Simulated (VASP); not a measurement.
# Ru (P6_3/mmc) in VASP: notebook

One crystal, Ru, is run at these levels: PBE+D3(BJ), PBEsol; tasks: relaxation of cell and atoms, single point.

All numbers are computed with VASP 6.6.1; they aren't measurements. Logs are shortened: lines on timing, memory, paths and dates and some standing lists are left out, and cuts for length are marked.

### 1 The structure

It takes space group P6_3/mmc (No. 194, hexagonal). The conventional cell has a = 2.708 Å, b = 2.708 Å, c = 4.268 Å, α = 90.00°, β = 90.00°, γ = 120.00°. Ru (site symmetry -6m2) has 12 Ru at 2.65 to 2.71 Å as nearest neighbours.

### 2 Relaxation of cell and atoms, PBE+D3(BJ)

INCAR reads:

```
ALGO = Normal ; EDIFF = 1E-7
EDIFFG = -0.005 ; ENCUT = 600
GGA = PE ; IBRION = 2
ISIF = 3 ; ISMEAR = 0
IVDW = 12 ; LASPH = T
LCHARG = F ; LREAL = F
LWAVE = F ; NELM = 80
NSW = 90 ; PREC = Accurate
SIGMA = 0.1
```

KPOINTS reads:

```
k-points
0
Gamma
  18 18 10
```

POSCAR reads:

```
Ru
1.0
    2.7078263400      0.0000000000      0.0000000000
   -1.3539131700      2.3450464000      0.0000000000
    0.0000000000      0.0000000000      4.2681017800
Ru
2
Direct
    0.3333333300      0.6666666700      0.2500000000
    0.6666666700      0.3333333300      0.7500000000
```

Potentials or basis: VASP PAW PBE potentials, release 64 (Ru_pv).

On the command line:

```sh
cat potpaw_PBE.64/Ru_pv/POTCAR > POTCAR
mpirun -np 1 vasp_std > vasp.out
```

OUTCAR:

```text
EDIFF = 1E-7
   EDIFFG = -0.005
   ENCUT = 600
   GGA = PE
   IBRION = 2
   ISIF = 3
   ISMEAR = 0
   IVDW = 12
   LASPH = T
   LREAL = F
   NELM = 80
   NSW = 90
   PREC = Accurate
 IVDW          = 12

 ion  position               nearest neighbor table
   1  0.333  0.667  0.250-   2 2.65   2 2.65   2 2.65   2 2.65   2 2.65   2 2.65
   2  0.667  0.333  0.750-   1 2.65   1 2.65   1 2.65   1 2.65   1 2.65   1 2.65

  LATTYP: Found a hexagonal cell.
 ALAT       =     2.7078263400
 C/A-ratio  =     1.5762095659

  Lattice vectors:

 A1 = (   2.7078263400,   0.0000000000,   0.0000000000)
 A2 = (  -1.3539131700,   2.3450464000,   0.0000000000)
 A3 = (   0.0000000000,   0.0000000000,   4.2681017800)

Analysis of symmetry for initial positions (statically):
=====================================================================
 Subroutine PRICEL returns:
 Original cell was already a primitive cell.

 Routine SETGRP: Setting up the symmetry group for a
 hexagonal supercell.

 Subroutine GETGRP returns: Found 24 space group operations
 (whereof 12 operations were pure point group operations)
 out of a pool of 24 trial point group operations.

The static configuration has the point symmetry D_3d.
 The point group associated with its full space group is D_6h.

Analysis of symmetry for dynamics (positions and initial velocities):
=====================================================================
 Subroutine PRICEL returns:
 Original cell was already a primitive cell.

 Routine SETGRP: Setting up the symmetry group for a
 hexagonal supercell.

 Subroutine GETGRP returns: Found 24 space group operations
 (whereof 12 operations were pure point group operations)
 out of a pool of 24 trial point group operations.

The dynamic configuration has the point symmetry D_3d.
 The point group associated with its full space group is D_6h.

 Subroutine INISYM returns: Found 24 space group operations
 (whereof 12 operations are pure point group operations),
 and found     1 'primitive' translations

----------------------------------------------------------------------------------------

                                     Primitive cell

  volume of cell :      27.1024

  direct lattice vectors                    reciprocal lattice vectors
     2.707826340  0.000000000  0.000000000     0.369299901  0.213215397  0.000000000
    -1.353913170  2.345046400  0.000000000     0.000000000  0.426430795  0.000000000
     0.000000000  0.000000000  4.268101780     0.000000000  0.000000000  0.234296193

  length of vectors
     2.707826340  2.707826340  4.268101780     0.426430795  0.426430795  0.234296193

  position of ions in fractional coordinates (direct lattice)
     0.333333330  0.666666670  0.250000000
     0.666666670  0.333333330  0.750000000

  ion indices of the primitive-cell ions
[... 66 lines left out ...]
   PREC   = accura    normal or accurate (medium, high low for compatibility)
   ISTART =      0    job   : 0-new  1-cont  2-samecut
   ICHARG =      2    charge: 1-file 2-atom 10-const
   ISPIN  =      1    spin polarized calculation?
   LNONCOLLINEAR =      F non collinear calculations
   LSORBIT =      F    spin-orbit coupling
   LASPH  =      T    aspherical Exc in radial PAW
   ENCUT  =  600.0 eV  44.10 Ry    6.64 a.u.   5.41  5.41  8.52*2*pi/ulx,y,z
   NELM   =     80;   NELMIN=  2; NELMDL= -5     # of ELM steps
   EDIFF  = 0.1E-06   stopping-criterion for ELM
   LREAL  =      F    real-space projection
   EDIFFG = -.5E-02   stopping-criterion for IOM
   NSW    =     90    number of steps for IOM
   IBRION =      2    ionic relax: 0-MD 1-quasi-New 2-CG
   NFREE  =      1    steps in history (QN), initial steepest desc. (CG)
   ISIF   =      3    stress and relaxation
   ISYM   =      2    0-nonsym 1-usesym 2-fastsym
   POTIM  = 0.5000    time-step for ionic-motion
   TEBEG  =    0.0;   TEEND  =   0.0 temperature during run
   PSTRESS=    0.0 pullay stress
   NELECT =      28.0000    total number of electrons
   NUPDOWN=      -1.0000    fix difference up-down
   EMIN   =  10.00;   EMAX   =-10.00  energy-range for DOS
   EFERMI =   0.00;   METHOD = LEGACY
   ISMEAR =     0;   SIGMA  =   0.10  broadening in eV -4-tet -1-fermi 0-gaus
   EFERMI_NEDOS =   21; number of points for ismear=-14 and -15
   IALGO  =     38    algorithm
   IMIX   =      4    mixing-type and parameters
     AMIX     =   0.40;   BMIX     =  1.00
     AMIX_MAG =   1.60;   BMIX_MAG =  1.00
  volume/ion in A,a.u.               =      13.55        91.45
  Fermi-wavevector in a.u.,A,eV,Ry     =   1.654977  3.127452 37.265640  2.738947
  Thomas-Fermi vector in A             =   2.743152
   LORBIT       =      0    0 simple, 1 ext, 2 COOP (PROOUT), +10 PAW based schemes
   GGA     = PE    functional components
   LHFCALC =     F    Hartree Fock is set to
   AEXX    =    0.0000 exact exchange contribution
   IVDW    =    12    specifies the selected vdW correction
   LEPSILON=     F    determine dielectric tensor
   LRPA    =     F    only Hartree local field effects (RPA)
 conjugate gradient relaxation of ions
 non-spin polarized calculation
 Gauss-broadening in eV      SIGMA  =   0.10
  energy-cutoff  :      600.00
  volume of cell :       27.10
 maximum number of plane-waves:       935
 NGX is ok and might be reduce to    24
   NGX = 11   NGY = 11   NGZ = 17

--------------------------------------- Ionic step        1  -------------------------------------------

 number of electron      28.0000001 magnetization

 Free energy of the ion-electron system (eV)
  ---------------------------------------------------
  ext. energy  EPLUGINS =         0.00000000
  ---------------------------------------------------
  free energy    TOTEN  =       -18.46511706 eV

  energy without entropy =      -18.45597429  energy(sigma->0) =      -18.46054568

------------------------ aborting loop because EDIFF is reached ----------------------------------------

 Edisp (eV)   -1.25065

 E8    (eV) :    -0.5706
[... 191 lines left out ...]
--------------------------------------- Ionic step        6  -------------------------------------------

 number of electron      27.9999999 magnetization

 Free energy of the ion-electron system (eV)
  ---------------------------------------------------
  ext. energy  EPLUGINS =         0.00000000
  ---------------------------------------------------
  free energy    TOTEN  =       -18.45617157 eV

  energy without entropy =      -18.44719176  energy(sigma->0) =      -18.45168167

 E-fermi :  13.0252     XC(G=0): -14.1840

 val. band max:       13.0237619704   @ k =   0.1667   0.1111   0.3000
 cond. band min:      13.0358408858   @ k =   0.0000   0.0000   0.2000
 fundamental gap:      0.0120789154
 Fermi energy:        13.0251649975

 k-point     1 :       0.0000    0.0000    0.0000
  band No.  band energies     occupation
      1     -30.6576      2.00000
      2     -29.6911      2.00000
      3     -29.6911      2.00000
      4     -29.5148      2.00000
      5     -29.5148      2.00000
      6     -29.4728      2.00000
[... 481 lines left out ...]
      5     -29.7732      2.00000
      6     -29.6932      2.00000
[... 10 lines left out ...]
     17      16.8404      0.00000
     18      20.5266      0.00000

 [... further k-points ...]

------------------------ aborting loop because EDIFF is reached ----------------------------------------

 Edisp (eV)   -1.26179

 E8    (eV) :    -0.5758
[... 25 lines left out ...]
  FREE ENERGIE OF THE ION-ELECTRON SYSTEM (eV)
  ---------------------------------------------------
  free  energy   TOTEN  =       -19.7179634432 eV

  energy  without entropy=      -19.7089836345  energy(sigma->0) =      -19.71347354

 reached required accuracy - stopping structural energy minimisation
```

Wall time 2.4 min (1 thread of Intel Xeon 6975P-C (Granite Rapids), shared host); peak memory 0.26 GiB.

Results:

```
Free energy                            : -19.7180 eV
Relaxed volume                         : 13.44 Å³/atom
Relaxed cell                           : a = 2.697 Å, b = 2.697 Å, c = 4.265 Å, α = 90.00°, β = 90.00°, γ = 120.00°
Space group after relaxing (to 0.05 Å) : P6_3/mmc (No. 194)
Energy gained by relaxing              : 1.1 meV/atom
Ionic steps                            : 6
Pressure after relaxing                : 0.0 GPa
Band gap on the k mesh                 : none (metal or under the smearing width)
Dispersion energy per atom             : -0.631 eV
```

Step by step:
```csv
step,energy change (eV),largest force (eV/Å),pressure (GPa),volume (Å³)
1,0.0000,0.0000,-2.72,27.10
2,0.0159,0.0000,8.92,26.21
3,-0.0021,0.0000,0.07,26.87
4,-0.0021,0.0000,0.13,26.87
5,-0.0022,0.0000,-0.02,26.88
6,-0.0022,0.0000,0.04,26.87
```

Final structure:
```xyz
2
Lattice="2.6972 0.0000 0.0000 -1.3486 2.3358 0.0000 0.0000 0.0000 4.2654" Properties=species:S:1:pos:R:3 pbc="T T T"
Ru    0.0000    1.5572    1.0664
Ru    1.3486    0.7786    3.1991
```

Levels at points of the mesh, in eV from the Fermi level:
| k point | band 11 | band 12 | band 13 | band 14 | band 15 | band 16 | band 17 | band 18 |
| --- | --- | --- | --- | --- | --- | --- | --- | --- |
| (0.00, 0.00, 0.00) | -2.44 | -1.93 | -1.93 | -1.41 | -1.41 | 1.21 | 1.21 | 1.32 |
| (0.50, 0.00, 0.00) | -2.09 | -1.80 | -1.53 | 1.46 | 1.88 | 1.96 | 4.13 | 6.21 |
| (0.00, 0.00, 0.50) | -2.80 | -2.80 | -2.73 | -2.73 | 0.56 | 0.56 | 0.56 | 0.56 |
| (0.50, 0.00, 0.50) | -1.07 | -1.07 | 0.46 | 0.46 | 1.72 | 1.72 | 3.44 | 3.44 |

Caveat: pairwise dispersion overbinds metals, which lowers pressure and volume.

### 3 Relaxation of cell and atoms, PBEsol

INCAR reads:

```
ALGO = Normal ; EDIFF = 1E-7
EDIFFG = -0.005 ; ENCUT = 300
GGA = PS ; IBRION = 2
ISIF = 3 ; ISMEAR = 0
LASPH = T ; LCHARG = F
LREAL = F ; LWAVE = F
NELM = 80 ; NSW = 90
PREC = Accurate ; SIGMA = 0.1
```

KPOINTS is that of step 2.

POSCAR is that of step 2.

Potentials or basis: VASP PAW PBE potentials, release 64 (Ru_pv).

On the command line:

```sh
cat potpaw_PBE.64/Ru_pv/POTCAR > POTCAR
mpirun -np 1 vasp_std > vasp.out
```

Wall time 67 s (1 thread of Intel Xeon 6975P-C (Granite Rapids), shared host); peak memory 0.16 GiB.

It converged, with:

```yaml
Free_energy: -20.3740 eV
Relaxed_volume: 13.28 Å³/atom
Relaxed_cell: a = 2.687 Å, b = 2.687 Å, c = 4.249 Å, α = 90.00°, β = 90.00°, γ = 120.00°
Space_group_after_relaxing_to_0.05_Å: P6_3/mmc (No. 194)
Energy_gained_by_relaxing: 5.7 meV/atom
Ionic_steps: 9
Pressure_after_relaxing: 0.0 GPa
Band_gap_on_the_k_mesh: none (metal or under the smearing width)
```

The path:
```csv
step,energy change (eV),largest force (eV/Å),pressure (GPa),volume (Å³)
1,0.0000,0.0000,-6.56,27.10
2,0.1034,0.0000,24.71,24.98
3,-0.0113,0.0000,-0.14,26.58
4,-0.0113,0.0000,0.02,26.57
5,-0.0113,0.0000,0.16,26.56
6,-0.0114,0.0000,0.12,26.55
7,-0.0114,0.0000,0.13,26.55
8,-0.0114,0.0000,-0.30,26.59
9,-0.0114,0.0000,0.00,26.56
```

Final structure:
```
Ru
1.0
     2.68690    0.00000    0.00000
    -1.34345    2.32692    0.00000
     0.00000    0.00000    4.24886
Ru
2
Direct
  0.33333 0.66667 0.25000
  0.66667 0.33333 0.75000
```

Levels at points of the mesh, in eV from the Fermi level:
```
           k point  band 12  band 13  band 14  band 15  band 16  band 17
(0.00, 0.00, 0.00)    -1.97    -1.97    -1.43    -1.43     1.24     1.24
(0.50, 0.00, 0.00)    -1.87    -1.56     1.50     1.94     2.02     4.18
(0.00, 0.00, 0.50)    -2.86    -2.81    -2.81     0.59     0.59     0.59
(0.50, 0.00, 0.50)    -1.09     0.45     0.45     1.77     1.77     3.46
```

Caveat: the PAW data sets were made with another functional, which shifts forces and pressure a little.

### 4 Relaxation of cell and atoms, PBEsol

INCAR: that of step 3 with these lines changed.

```diff
@@ -1,3 +1,3 @@
 ALGO = Normal ; EDIFF = 1E-7
-EDIFFG = -0.005 ; ENCUT = 300
+EDIFFG = -0.005 ; ENCUT = 600
 GGA = PS ; IBRION = 2
```

KPOINTS reads:

```
k-points
0
Gamma
  6 6 4
```

POSCAR is that of step 3.

On the command line:

```sh
cat potpaw_PBE.64/Ru_pv/POTCAR > POTCAR
mpirun -np 1 vasp_std > vasp.out
```

It took 24 s on 1 thread of Intel Xeon 6975P-C (Granite Rapids), shared host; peak memory 0.16 GiB.

It converged, with:

* Free energy: -20.2785 eV
* Relaxed volume: 13.36 Å³/atom
* Relaxed cell: a = 2.704 Å, b = 2.704 Å, c = 4.219 Å, α = 90.00°, β = 90.00°, γ = 120.00°
* Space group after relaxing (to 0.05 Å): P6_3/mmc (No. 194)
* Energy gained by relaxing: 4.5 meV/atom
* Ionic steps: 6
* Pressure after relaxing: 0.0 GPa
* Band gap on the k mesh: none (metal or under the smearing width)

The path:
```
step  energy change (eV)  largest force (eV/Å)  pressure (GPa)  volume (Å³)
   1              0.0000                0.0000           -5.01        27.10
   2              0.0643                0.0000           18.85        25.47
   3             -0.0083                0.0000            0.33        26.68
   4             -0.0083                0.0000            0.48        26.67
   5             -0.0086                0.0000           -0.28        26.74
   6             -0.0089                0.0000            0.01        26.71
```

Final structure:
```cif
data_structure
_symmetry_space_group_name_H-M 'P 1'
_symmetry_Int_Tables_number 1
_cell_length_a 2.7038
_cell_length_b 2.7038
_cell_length_c 4.2191
_cell_angle_alpha 90.000
_cell_angle_beta 90.000
_cell_angle_gamma 120.000
_cell_volume 26.71
loop_
_atom_site_label
_atom_site_type_symbol
_atom_site_fract_x
_atom_site_fract_y
_atom_site_fract_z
_atom_site_occupancy
Ru1 Ru 0.33333 0.66667 0.25000 1
Ru2 Ru 0.66667 0.33333 0.75000 1
```

Levels at points of the mesh, in eV from the Fermi level:
```csv
k point,band 11,band 12,band 13,band 14,band 15,band 16,band 17,band 18
"(0.00, 0.00, 0.00)",-2.62,-2.20,-2.20,-1.79,-1.79,0.97,0.97,1.17
"(0.50, 0.00, 0.00)",-2.30,-2.16,-1.74,1.15,1.61,1.80,3.86,5.91
"(0.00, 0.00, 0.50)",-3.14,-3.14,-2.97,-2.97,0.33,0.33,0.33,0.33
"(0.50, 0.00, 0.50)",-1.39,-1.39,0.18,0.18,1.43,1.43,3.16,3.16
```

Caveat: the k mesh is coarse (spacing up to 0.45 Å⁻¹), so the values aren't converged; the PAW data sets were made with another functional, which shifts forces and pressure a little.

### 5 Single point, PBEsol

INCAR reads:

```
SYSTEM = Ru
PREC = Accurate ; ENCUT = 520
EDIFF = 1E-6 ; ISMEAR = 0
SIGMA = 0.1 ; LREAL = .FALSE.
LASPH = .TRUE. ; NELM = 80
ALGO = Normal ; ISIF = 2
LWAVE = .FALSE. ; LCHARG = .TRUE.
GGA = PS ; LELF = .TRUE.
LVHAR = .TRUE.
```

KPOINTS reads:

```
Automatic mesh
0
G
  18 18 10
  0 0 0
```

POSCAR is that of step 4.

On the command line:

```sh
cat potpaw_PBE.64/Ru_pv/POTCAR > POTCAR
mpirun -np 1 vasp_std > vasp.out
```

Run time: 26 s. Hardware: 1 thread of Intel Xeon 6975P-C (Granite Rapids), shared host; peak memory 0.2 GiB.

Results (log left out):

* Free energy: -20.3366 eV
* Pressure: -5.8 GPa
* Band gap on the k mesh: none (metal or under the smearing width)

Stress tensor (GPa, compression positive):
```
-6.13  0.00  0.00
 0.00 -6.13  0.00
 0.00  0.00 -5.16
```

Levels at points of the mesh, in eV from the Fermi level:
```tsv
k point	band 10	band 11	band 12	band 13	band 14	band 15	band 16	band 17	band 18
(0.00, 0.00, 0.00)	-2.61	-2.39	-1.91	-1.91	-1.42	-1.42	1.20	1.20	1.29
(0.50, 0.00, 0.00)	-3.05	-2.06	-1.84	-1.51	1.43	1.86	1.96	4.06	6.10
(0.00, 0.00, 0.50)	-2.78	-2.78	-2.78	-2.72	-2.72	0.57	0.57	0.57	0.57
(0.50, 0.00, 0.50)	-4.54	-1.07	-1.07	0.44	0.44	1.69	1.69	3.38	3.38
```

Caveat: the PAW data sets were made with another functional, which shifts forces and pressure a little.

### 6 Summary

```csv
task,level,cell,k mesh,cutoff (eV),mesh quality,gap on the mesh (eV),pressure (GPa),relaxed volume (Å³/atom)
relaxation of cell and atoms,PBE+D3(BJ),relaxed,18 × 18 × 10,600,not flagged,none,0.0,13.44
relaxation of cell and atoms,PBEsol,relaxed,18 × 18 × 10,300,not flagged,none,0.0,13.28
relaxation of cell and atoms,PBEsol,relaxed,6 × 6 × 4,600,coarse,none,0.0,13.36
single point,PBEsol,as given,18 × 18 × 10,520,not flagged,none,-5.8,-
```

Alike in all rows: potentials or basis VASP PAW PBE potentials, release 64 (Ru_pv); no spin polarisation; smearing gaussian 0.1 eV.

Caveats: some runs use coarse meshes; the PAW data sets were made with another functional, which shifts forces and pressure a little (some runs); pairwise dispersion overbinds metals, which lowers pressure and volume (some runs).

Absolute energies hang on the potentials; compare differences alone.
